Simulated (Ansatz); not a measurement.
# Al8H: the cost of one run

Method: DFT PBE, scalar-relativistic, plane waves, PAW, in Ansatz 0.2.0.

25 further runs of the same task are left out: 25 set aside as unsound or not needed.

## 1. The structure to begin with

It takes space group Pmm2 (No. 25, orthorhombic). The conventional cell has a = 5.714 Å, b = 8.081 Å, c = 22.244 Å, α = 90.00°, β = 90.00°, γ = 90.00°. Al (site symmetry m) is surrounded by 7 Al at 2.86 to 2.90 Å. Around Al (site symmetry m) lie 11 Al at 2.82 to 2.88 Å. Al (site symmetry m) has 11 Al at 2.81 to 2.90 Å as nearest neighbours. Al (site symmetry m) is surrounded by 2 H at 2.27 Å. Al (site symmetry m) has 7 Al at 2.81 to 2.86 Å as nearest neighbours. Only part of the 9 independent sites is listed.

Structure file:

```
Al H
1.0
     5.71430    0.00000    0.00000
     0.00000    8.08124    0.00000
     0.00000    0.00000   22.24380
Al H
16 2
Direct
  0.25000 0.25000 0.17983
  0.25000 0.75000 0.17983
  0.75000 0.25000 0.17983
  0.75000 0.75000 0.17983
  0.00000 0.00000 0.24405
  0.00000 0.50000 0.24405
  0.50000 0.00000 0.24405
  0.50000 0.50000 0.24405
  0.25000 0.25000 0.31027
  0.25000 0.75000 0.31027
  0.75000 0.25000 0.31027
  0.75000 0.75000 0.31027
  0.00000 0.00000 0.37061
  0.00000 0.50000 0.37061
  0.50000 0.00000 0.37061
  0.50000 0.50000 0.37061
  0.75000 0.95978 0.44839
  0.75000 0.04022 0.44839
```

This is the geometry of the first run shown, built on a cell relaxed beforehand with the same method.

## 2. The scan

Atoms count from 1 in the order of the input.

H2 lies flat over one site of a rigid substrate while its bond length and height are varied.

First coordinate, distance H17-H18: 8 values from 0.650 to 2.650 Å. Second coordinate, height of the H2 axis above the plane of Al13: 9 values from 0.45 to 3.60 Å.

Nothing else is relaxed. Points are written as (first, second).

## 3. Point (0.650 Å, 1.73 Å)

A dipole layer in the vacuum cancels the field that periodic copies would set up if the slab's two faces differ.

File input.yaml:

```yaml
crystal:
  lattice:
    - [5.7143028096, 0.0, 0.0]
    - [0.0, 8.0812445328, 0.0]
    - [0.0, 0.0, 22.2437981863]
  atoms:
    - { symbol: Al, position: [0.25, 0.25, 0.1798254042] }
    - { symbol: Al, position: [0.25, 0.75, 0.1798254042] }
    - { symbol: Al, position: [0.75, 0.25, 0.1798254042] }
    - { symbol: Al, position: [0.75, 0.75, 0.1798254042] }
    - { symbol: Al, position: [0.0, 0.0, 0.244048955] }
    - { symbol: Al, position: [0.0, 0.5, 0.244048955] }
    - { symbol: Al, position: [0.5, 0.0, 0.244048955] }
    - { symbol: Al, position: [0.5, 0.5, 0.244048955] }
    - { symbol: Al, position: [0.25, 0.25, 0.3102692916] }
    - { symbol: Al, position: [0.25, 0.75, 0.3102692916] }
    - { symbol: Al, position: [0.75, 0.25, 0.3102692916] }
    - { symbol: Al, position: [0.75, 0.75, 0.3102692916] }
    - { symbol: Al, position: [0.0, 0.0, 0.3706110853] }
    - { symbol: Al, position: [0.0, 0.5, 0.3706110853] }
    - { symbol: Al, position: [0.5, 0.0, 0.3706110853] }
    - { symbol: Al, position: [0.5, 0.5, 0.3706110853] }
    - { symbol: H, position: [0.75, -0.0402165779, 0.4483855726] }
    - { symbol: H, position: [0.75, 0.0402165779, 0.4483855726] }
basis:
  ecutwfc: 420
kpoints:
  mp_grid: { grid: [5, 4, 1] }
hamiltonian:
  xc: pbe
scf:
  occupations: { method: gaussian, width: 0.1 }
output:
  forces: true
  eigenvalues: true
  write_density: true
  write_potential: true
  elf: true
  volumetric_format: npy
efield:
  axis: 3
  dipole_correction: true
  ramp_width: 0.04
```

Launch:

```
> ansatz run input.yaml --threads 1 --pin off --max-ram 3072MiB --backend cpu --events-out ev --progress --plain --runs-dir out
```

What time and memory should one allow on 1 thread of Intel Xeon Platinum 8259CL at 2.50GHz (Skylake/Cascade Lake), shared host?

About 44 s, with a peak of 1 GiB.
